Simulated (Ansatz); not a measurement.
# FeO (Wuestite) (Fm-3m) in Ansatz: settings compared

Aim: see how the results for FeO (Wuestite) move with the level of theory and the settings. Levels: PBEsol, PBE. Tasks: band structure, phonons.

Program: Ansatz 0.2.0. These are calculated values, not measurements. Logs are shortened: lines on timing, memory, paths and dates and some standing lists are left out, and cuts for length are marked.

**Experimental background.**

From “W\"ustite: Electric, thermodynamic and optical properties of FeO”, 2012, arxiv:1203.1201, for a bulk crystal of FeO: band gap 2.4 eV (optical).

The results are compared with them further down.

### 1 The crystal as given

The structure is cubic, space group Fm-3m (No. 225). The conventional cell has a = 4.311 Å, b = 4.311 Å, c = 4.311 Å, α = 90.00°, β = 90.00°, γ = 90.00°. Around Fe (site symmetry m-3m) lie 6 O at 2.16 Å. O (site symmetry m-3m) is surrounded by 6 Fe at 2.16 Å.

### 2 Band structure, PBEsol, collinear spin, ferromagnetic start (strain_z_fixed_volume = 0)

input.yaml

```yaml
crystal:
  lattice:
    - [0.0, 2.1554, 2.1554]
    - [2.1554, 0.0, 2.1554]
    - [2.1554, 2.1554, 0.0]
  atoms:
    - { symbol: Fe, position: [0.0, 0.0, 0.0], spin: 3.0 }
    - { symbol: O, position: [0.5, 0.5, 0.5] }
kpoints:
  mp_grid: { grid: [11, 11, 11] }
  band_path:
    path:
      - [0.0, 0.0, 0.0]
      - [0.5, 0.0, 0.5]
      - [0.5, 0.25, 0.75]
      - [0.375, 0.375, 0.75]
      - [0.0, 0.0, 0.0]
      - [0.5, 0.5, 0.5]
      - [0.625, 0.25, 0.625]
      - [0.5, 0.25, 0.75]
    npoints: 12
scf:
  occupations: { method: fermi_dirac, width: 0.05 }
hamiltonian:
  xc: pbesol
  pseudopotentials: { kind: all_electron, lapw: { basis_error: 0.001 } }
magnetization:
  spin_polarized: true
output:
  forces: true
  stress: true
  eigenvalues: true
```

Potentials or basis: all-electron LAPW, scalar-relativistic.

On the command line:

```console
$ ansatz run input.yaml --threads 2 --pin off --max-ram 6144MiB --backend cpu --events-out ev --progress --plain --runs-dir out
```

The program printed:

```text
Warning: RAYON_NUM_THREADS=2 ignored (pool sized by the plan → 2); use --threads N
LAPW: plane waves up to 9.572 Å⁻¹, error target 1.0e-3 eV per atom; small_component_spin mean_spin; O in spheres of 0.981 Å, 8 of its electrons in bands, Dirac shells []; Fe in spheres of 1.175 Å, 16 of its electrons in bands, Dirac shells [] (how accurate: hamiltonian.pseudopotentials.lapw.basis_error, Limitations)
Engine: ansatz 0.2.0, aarch64-unknown-linux-gnu
Pseudopotentials: kind: all_electron
Pseudopotential: Fe, LAPW, valence charge 16, lapw/all_electron/scalar/gaussian/Fe, Koelling and Harmon's equation, gaussian nucleus
Pseudopotential: O, LAPW, valence charge 8, lapw/all_electron/scalar/gaussian/O, Koelling and Harmon's equation, gaussian nucleus
Functional definition: PBEsol
  exchange = pbesol_x
  correlation = pbesol_c
Crystal: 2 atoms, lattice volume = 20.027 Å³
Basis set: ecut = 349.1162671023131 eV, 307 PW (Γ), exchange–correlation at level 2
Bands: 18, of which v1, the nominal top of the filled ones, is band 12 counted from 1 (11 counted from 0)
Symmetry: 48 space group operations
Space group: Fm-3m (ITA 225), of the structure as read, at distance tolerance 2.7e-5 Å
Magnetic group: BNS 225.116 (UNI 1618), of the structure as read, at distance tolerance 2.7e-5 Å
k-points: 56 of 1331
Non-local potential: Fe, projectors of the file, none
Non-local potential: O, projectors of the file, none
Initial density: superposition of atomic densities (chi_scale 0.1, normalization cell, long waves kept (reshape's long-wave potential 0.00 eV rms))
Starting moments: Σ|m| = 3 μB on 1 of 2 sites
Initial wavefunctions: plane waves of lowest kinetic energy (no species holds an atomic orbital)
Functional: x = pbesol(κ = 0.804, μ = 0.12345679012345678), c = pbesol(β = 0.046)
iter 1 solved again at ethr=6.87e-3 eV; its pass at ethr=1.00e-1 eV (dr2=1.65e0 eV) is discarded
SCF iter   1: F=—  HF=-36644.412043 eV  |F-HF|=—  |Δ(HF+E_count)|=         —  Δρ=6.21e-2 (↑5.40e-2 ↓6.21e-2)  dr2=1.65e0  dr2_m=2.89e-1  M=4.003 μB ∫|m|=4.003 μB  β_m=0.30  ethr=6.87e-3  ⟨swp⟩=2.0  Hψ=13116  notcnv=0
Mixer restart at iter 1: flushing history
preconditioner: auto → none  [metal: Δε(μ)=0.029 eV  Ē_g=14.001 eV  σ=0.050 eV  W_gap=0.14  n_scr=8 (ndim 8)  ℏωp=31.0 eV  f_vac=0.000  D(μ)=1.34/eV (n_scr^D=14)  sad-step TF]
SCF iter   2: F=—  HF=-36643.544184 eV  |F-HF|=—  |Δ(HF+E_count)|=   8.68e-1  Δρ=3.34e-2 (↑3.34e-2 ↓3.28e-2)  dr2=3.82e-1  dr2_m=1.29e-1  M=4.001 μB ∫|m|=4.002 μB  β_m=0.48  ethr=6.86e-3  ⟨swp⟩=2.0  Hψ=5936  notcnv=0
SCF iter   3: F=—  HF=-36643.497640 eV  |F-HF|=—  |Δ(HF+E_count)|=   4.65e-2  Δρ=1.90e-2 (↑1.72e-2 ↓1.90e-2)  dr2=2.53e-1  dr2_m=1.41e-2  M=4.002 μB ∫|m|=4.006 μB  β_m=0.49  ethr=1.59e-3  ⟨swp⟩=2.0  Hψ=6041  notcnv=0
iter 4 solved again at ethr=9.55e-6 eV; its pass at ethr=1.05e-3 eV (dr2=2.29e-3 eV) is discarded
SCF iter   4: F=—  HF=-36643.408926 eV  |F-HF|=—  |Δ(HF+E_count)|=         —  Δρ=3.73e-3 (↑3.73e-3 ↓3.59e-3)  dr2=2.29e-3  dr2_m=1.55e-3  M=4.001 μB ∫|m|=4.008 μB  β_m=0.49  ethr=9.55e-6  ⟨swp⟩=2.0  Hψ=9813  notcnv=0
Mixer restart at iter 4: flushing history
the basis was enlarged: its passes take 725.4 KiB over the memory plan, 2 of 2 planned eigensolver slots
SCF iter   5: F=—  HF=-36643.411077 eV  |F-HF|=—  |Δ(HF+E_count)|=   2.15e-3  Δρ=3.10e-3 (↑3.10e-3 ↓1.27e-3)  dr2=4.55e-3  dr2_m=2.63e-4  M=4.001 μB ∫|m|=4.010 μB  β_m=0.47  ethr=9.55e-6  ⟨swp⟩=3.0  Hψ=6427  notcnv=0
SCF iter   6: F=—  HF=-36643.408784 eV  |F-HF|=—  |Δ(HF+E_count)|=   2.29e-3  Δρ=1.35e-3 (↑1.35e-3 ↓1.24e-3)  dr2=1.81e-4  dr2_m=2.37e-4  M=4.001 μB ∫|m|=4.010 μB  β_m=0.58  ethr=9.55e-6  ⟨swp⟩=2.6  Hψ=5537  notcnv=0
SCF iter   7: F=—  HF=-36643.409410 eV  |F-HF|=—  |Δ(HF+E_count)|=   6.26e-4  Δρ=2.62e-4 (↑1.08e-4 ↓2.62e-4)  dr2=1.15e-5  dr2_m=5.37e-6  M=4.001 μB ∫|m|=4.011 μB  β_m=0.79  ethr=7.53e-7  ⟨swp⟩=2.8  Hψ=5818  notcnv=0
SCF iter   8: F=—  HF=-36643.409419 eV  |F-HF|=—  |Δ(HF+E_count)|=   8.67e-6  Δρ=4.19e-5 (↑2.77e-5 ↓4.19e-5)  dr2=7.48e-7  dr2_m=1.08e-8  M=4.001 μB ∫|m|=4.011 μB  β_m=0.66  ethr=4.78e-8  ⟨swp⟩=2.4  Hψ=5512  notcnv=0
SCF iter   9: F=—  HF=-36643.409416 eV  |F-HF|=—  |Δ(HF+E_count)|=   3.37e-6  Δρ=2.10e-5 (↑1.03e-5 ↓2.10e-5)  dr2=1.75e-7  dr2_m=7.81e-9  M=4.001 μB ∫|m|=4.011 μB  β_m=0.65  ethr=3.12e-9  ⟨swp⟩=3.0  Hψ=5832  notcnv=0
SCF iter  10: F=—  HF=-36643.409416 eV  |F-HF|=—  |Δ(HF+E_count)|=   1.22e-7  Δρ=4.08e-6 (↑2.62e-6 ↓4.08e-6)  dr2=5.43e-9  dr2_m=6.88e-10  M=4.001 μB ∫|m|=4.011 μB  β_m=0.83  ethr=7.31e-10  ⟨swp⟩=2.1  Hψ=5462  notcnv=0
SCF iter  11: F=-36643.409416 eV  HF=-36643.409416 eV  |F-HF|=1.02e-10  |Δ(HF+E_count)|=   1.81e-8  Δρ=4.81e-7 (↑2.24e-7 ↓4.81e-7)  dr2=6.50e-11  dr2_m=1.26e-11  M=4.001 μB ∫|m|=4.011 μB  ethr=2.26e-11  ⟨swp⟩=3.0  Hψ=5675  notcnv=0
SCF 1 converged in 11 iterations: F = -36643.409416 eV  dr2 = 6.50e-11
NSCF: frozen V_eff on 85 k-points
SCF converged after 11 iterations
Magnetization: 4.0012 μB (14.0006 up, 9.9994 down)
Absolute magnetization: 4.0113 μB (∫|ρ↑−ρ↓|)
Spin contamination: 0.0112 ħ² per cell (⟨S²⟩ above its minimum at these occupations)
Per-site moments (μB) at R_I (Å): [(3.6162089821261763, 1.1745672650237333), (0.3249869967061563, 0.9808327028583038)]
Free energy (F): -36643.409416 eV
Harris-Foulkes:  -36643.409416 eV  (|F-HF|=1.02e-10)
Internal energy: -36643.397933 eV  (E = F + TS)
E sigma→0 (E₀):  -36643.403674 eV
Entropy (-TS):   -0.011483 eV (-5.742 meV/atom)
Fermi energy:    14.587107 eV
--- Per-component energies (eV) ---
  E_band       = -1247.856401
  E_kinetic    = 37108.515240
  E_xc         = -1716.597042
  E_electrostatic = -72035.316131  (all electrons and nuclei)
  E_smearing   = -0.011483  (= −TS)
  E_closure    = 0.000000  (closes the sum)
  E_atoms      = -36626.719027  (free atoms, spherical and without spin; not in F)
  Σ components = -36643.409416   (vs F -36643.409416, Δ=0.00e0)
  Basis errors (estimates in eV, not in F): energy 3.6e-4 per atom: plane waves 3.2e-4 (1.8e-4 summed), levels above the bands 1.6e-126, relativity 4.4e-8, radial functions 3.6e-5, core shells 2.3e-8; eigenvalues (radial functions only) 5.3e-5; not estimated: angular momenta, meshes, grids; target (lapw.basis_error) 1.0e-3; muffin-tin radii O 0.981 Å, Fe 1.175 Å
--- Forces (eV/Å), atoms counted from 1 ---
  atom   1  Fe    -0.00000000     0.00000000    -0.00000000
  atom   2  O      0.00000000    -0.00000000     0.00000000
  max |Σ_I F_I| component: 1.35e-29 eV/Å
--- Stress (GPa, compression-positive) ---
       -8.579311       0.000000       0.000000
        0.000000      -8.579311      -0.000000
        0.000000      -0.000000      -8.579311
  P = ⅓ Tr σ = -8.5793 GPa (-85.793 kbar)
--- Band table (eV; the first three rows and the last of 112) ---
  k-point 0 ↑: bands = ["-490.9555", "-75.0089", "-41.1712", "-41.1712", "-41.1712", "-6.1681", "10.6704", "10.6704", "10.6704", "10.7057", "10.7057", "10.7057", "10.9156", "10.9156", "14.4987", "29.5757", "31.3620", "31.3620"]
  k-point 1 ↑: bands = ["-490.9555", "-75.0084", "-41.1755", "-41.1717", "-41.1717", "-6.0845", "9.7735", "9.9135", "9.9135", "10.7891", "10.7891", "11.0669", "11.6883", "11.6883", "15.0877", "28.2866", "31.1001", "31.1001"]
  k-point 2 ↑: bands = ["-490.9555", "-75.0073", "-41.1871", "-41.1733", "-41.1733", "-5.8517", "8.5090", "9.1585", "9.1585", "10.9541", "10.9541", "11.2892", "12.5510", "12.5510", "16.2809", "26.2942", "30.0867", "30.0867"]
  k-point 55 ↓: bands = ["-490.6658", "-70.8878", "-37.1917", "-37.1886", "-37.1706", "-4.2891", "8.2667", "8.3338", "9.1217", "14.3680", "14.7185", "15.3540", "15.6690", "16.4026", "23.1540", "24.0769", "24.0939", "27.5015"]
```

Wall time 13 s (2 threads of Arm Neoverse V2, shared host); peak memory 0.42 GiB.

What came out:

```
Free energy             : -36643.4094 eV
Pressure                : -8.6 GPa
Band gap along the path : none (metal or under the smearing width)
Net moment              : 4.00 μB per cell
Absolute moment         : 4.01 μB per cell
Site moments            : Fe +3.62; O +0.32 μB
```

Levels at the corners of the path, in eV from the Fermi level:
Spin up:
```
point  band 11  band 12  band 13  band 14  band 15  band 16  band 17  band 18
    Γ    -3.88    -3.88    -3.67    -3.67    -0.09    14.99    16.77    16.77
    X    -3.27    -2.77    -2.77    -2.77     5.08     8.52    10.55    14.46
    W    -3.03    -2.89    -2.77    -1.73     7.27     8.77     8.77    11.55
    K    -2.91    -2.63    -2.46    -1.71     6.59     8.53     8.53    13.87
    Γ    -3.88    -3.88    -3.67    -3.67    -0.09    14.99    16.77    16.77
    L    -3.05    -2.49    -0.34    -0.34     3.83     8.31    12.27    12.27
    U    -2.91    -2.63    -2.46    -1.71     6.59     8.53     8.53    13.87
    W    -3.03    -2.89    -2.77    -1.73     7.27     8.77     8.77    11.55
```
Spin down:
| point | band 7 | band 8 | band 9 | band 10 | band 11 | band 12 | band 13 | band 14 |
| --- | --- | --- | --- | --- | --- | --- | --- | --- |
| Γ | -3.33 | -3.33 | -3.33 | -0.74 | -0.74 | -0.74 | 0.14 | 0.14 |
| X | -7.00 | -4.52 | -4.52 | -2.17 | 0.70 | 0.78 | 0.78 | 1.12 |
| W | -6.20 | -6.20 | -5.63 | -0.04 | -0.04 | 0.78 | 1.03 | 1.78 |
| K | -6.61 | -6.22 | -4.93 | -0.82 | 0.59 | 0.69 | 1.27 | 1.73 |
| Γ | -3.33 | -3.33 | -3.33 | -0.74 | -0.74 | -0.74 | 0.14 | 0.14 |
| L | -8.13 | -5.24 | -5.24 | 0.42 | 0.42 | 0.61 | 2.77 | 2.77 |
| U | -6.61 | -6.22 | -4.93 | -0.82 | 0.59 | 0.69 | 1.27 | 1.73 |
| W | -6.20 | -6.20 | -5.63 | -0.04 | -0.04 | 0.78 | 1.03 | 1.78 |

Caveat: a cell with one magnetic atom can't hold antiferromagnetic order, which such compounds often take; semilocal functionals often make such compounds metallic where correlation or magnetic order opens a gap, which also shifts bond lengths.

### 3 Band structure, PBEsol, collinear spin, ferromagnetic start, 10.01 Å³/atom (strain_z_fixed_volume = -0.04)

input.yaml

```yaml
crystal:
  lattice:
    - [0.0, 2.1998459132, 2.069184]
    - [2.1998459132, 0.0, 2.069184]
    - [2.1998459132, 2.1998459132, 0.0]
  atoms:
    - { symbol: Fe, position: [0.0, 0.0, 0.0], spin: 3.0 }
    - { symbol: O, position: [0.5, 0.5, 0.5] }
kpoints:
  mp_grid: { grid: [11, 11, 11] }
  band_path:
    path:
      - [0.0, 0.0, 0.0]
      - [0.0, 0.5, 0.5]
      - [0.2825701678, 0.5, 0.7825701678]
      - [0.3912850839, 0.3912850839, 0.7825701678]
      - [0.0, 0.0, 0.0]
      - [-0.5, -0.5, 0.0]
      - [-0.3912850839, -0.3912850839, 0.2174298322]
      - [0.0, 0.0, 0.5]
    npoints: 12
scf:
  occupations: { method: fermi_dirac, width: 0.05 }
hamiltonian:
  xc: pbesol
  pseudopotentials: { kind: all_electron, lapw: { basis_error: 0.001 } }
magnetization:
  spin_polarized: true
output:
  forces: true
  stress: true
  eigenvalues: true
```

Potentials or basis: all-electron LAPW, scalar-relativistic.

On the command line:

```console
$ ansatz run input.yaml --threads 2 --pin off --max-ram 6144MiB --backend cpu --events-out ev --progress --plain --runs-dir out
```

The program printed:

```text
Warning: RAYON_NUM_THREADS=2 ignored (pool sized by the plan → 2); use --threads N
LAPW: plane waves up to 10.004 Å⁻¹, error target 1.0e-3 eV per atom; small_component_spin mean_spin; O in spheres of 0.939 Å, 8 of its electrons in bands, Dirac shells []; Fe in spheres of 1.130 Å, 16 of its electrons in bands, Dirac shells [] (how accurate: hamiltonian.pseudopotentials.lapw.basis_error, Limitations)
[... 5 set-up lines as earlier in the session ...]
[... 53 lines left out ...]
  Σ components = -36643.393875   (vs F -36643.393875, Δ=0.00e0)
  Basis errors (estimates in eV, not in F): energy 3.8e-4 per atom: plane waves 3.5e-4 (2.0e-4 summed), levels above the bands 2.5e-122, relativity 3.6e-8, radial functions 3.6e-5, core shells 7.7e-8; eigenvalues (radial functions only) 4.0e-5; not estimated: angular momenta, meshes, grids; target (lapw.basis_error) 1.0e-3; muffin-tin radii O 0.939 Å, Fe 1.130 Å
--- Forces (eV/Å), atoms counted from 1 ---
  atom   1  Fe     0.00000000    -0.00000000    -0.00000000
  atom   2  O     -0.00000000    -0.00000000    -0.00000000
  max |Σ_I F_I| component: 2.14e-29 eV/Å
--- Stress (GPa, compression-positive) ---
       -9.363245       0.000000      -0.000000
        0.000000      -9.363245      -0.000000
       -0.000000      -0.000000      -3.369692
  P = ⅓ Tr σ = -7.3654 GPa (-73.654 kbar)
--- Band table (eV; the first three rows and the last of 252) ---
  k-point 0 ↑: bands = ["-490.9649", "-74.9983", "-41.1758", "-41.1541", "-41.1541", "-6.2011", "10.5375", "10.6253", "10.6253", "10.6962", "10.6962", "10.8305", "10.8937", "10.9550", "14.5766", "29.6246", "31.3877", "31.3877"]
  k-point 1 ↑: bands = ["-490.9649", "-74.9979", "-41.1779", "-41.1566", "-41.1549", "-6.1170", "9.7363", "9.8722", "9.9043", "10.7297", "10.8571", "11.0780", "11.6146", "11.7420", "15.1553", "28.3079", "30.9398", "31.2781"]
  k-point 2 ↑: bands = ["-490.9649", "-74.9967", "-41.1856", "-41.1616", "-41.1570", "-5.8830", "8.4811", "9.0953", "9.1631", "10.9147", "11.0144", "11.2958", "12.4368", "12.6526", "16.3365", "26.2765", "29.5997", "30.5900"]
  k-point 125 ↓: bands = ["-490.6722", "-70.8851", "-37.1900", "-37.1876", "-37.1838", "-4.3399", "7.7384", "9.6004", "9.8712", "12.6378", "15.3534", "15.3624", "15.4777", "15.8283", "21.2663", "24.1892", "25.5698", "29.5131"]
```

It took 23 s on 2 threads of Arm Neoverse V2, shared host; peak memory 0.56 GiB.

Results:

```
Free energy             : -36643.3939 eV
Pressure                : -7.4 GPa
Band gap along the path : none (metal or under the smearing width)
Net moment              : 4.00 μB per cell
Absolute moment         : 4.01 μB per cell
Site moments            : Fe +3.58; O +0.32 μB
```

Caveat: a cell with one magnetic atom can't hold antiferromagnetic order, which such compounds often take; semilocal functionals often make such compounds metallic where correlation or magnetic order opens a gap, which also shifts bond lengths.

### 4 Band structure, PBEsol, collinear spin, ferromagnetic start, 10.01 Å³/atom (strain_z_fixed_volume = -0.02)

input.yaml

```yaml
crystal:
  lattice:
    - [0.0, 2.1772827945, 2.112292]
    - [2.1772827945, 0.0, 2.112292]
    - [2.1772827945, 2.1772827945, 0.0]
  atoms:
    - { symbol: Fe, position: [0.0, 0.0, 0.0], spin: 3.0 }
    - { symbol: O, position: [0.5, 0.5, 0.5] }
kpoints:
  mp_grid: { grid: [11, 11, 11] }
  band_path:
    path:
      - [0.0, 0.0, 0.0]
      - [0.0, 0.5, 0.5]
      - [0.2656206173, 0.5, 0.7656206173]
      - [0.3828103086, 0.3828103086, 0.7656206173]
      - [0.0, 0.0, 0.0]
      - [-0.5, -0.5, 0.0]
      - [-0.3828103086, -0.3828103086, 0.2343793827]
      - [0.0, 0.0, 0.5]
    npoints: 12
scf:
  occupations: { method: fermi_dirac, width: 0.05 }
hamiltonian:
  xc: pbesol
  pseudopotentials: { kind: all_electron, lapw: { basis_error: 0.001 } }
magnetization:
  spin_polarized: true
output:
  forces: true
  stress: true
  eigenvalues: true
```

On the command line:

```console
$ ansatz run input.yaml --threads 2 --pin off --max-ram 6144MiB --backend cpu --events-out ev --progress --plain --runs-dir out
```

It took 24 s on 2 threads of Arm Neoverse V2, shared host; peak memory 0.58 GiB.

It converged, with:

```yaml
Free_energy: -36643.4055 eV
Pressure: -8.3 GPa
Band_gap_along_the_path: none (metal or under the smearing width)
Net_moment: 4.00 μB per cell
Absolute_moment: 4.01 μB per cell
Site_moments: Fe +3.60; O +0.32 μB
```

Caveat: a cell with one magnetic atom can't hold antiferromagnetic order, which such compounds often take; semilocal functionals often make such compounds metallic where correlation or magnetic order opens a gap, which also shifts bond lengths.

(Continued in part 2 of 2.)
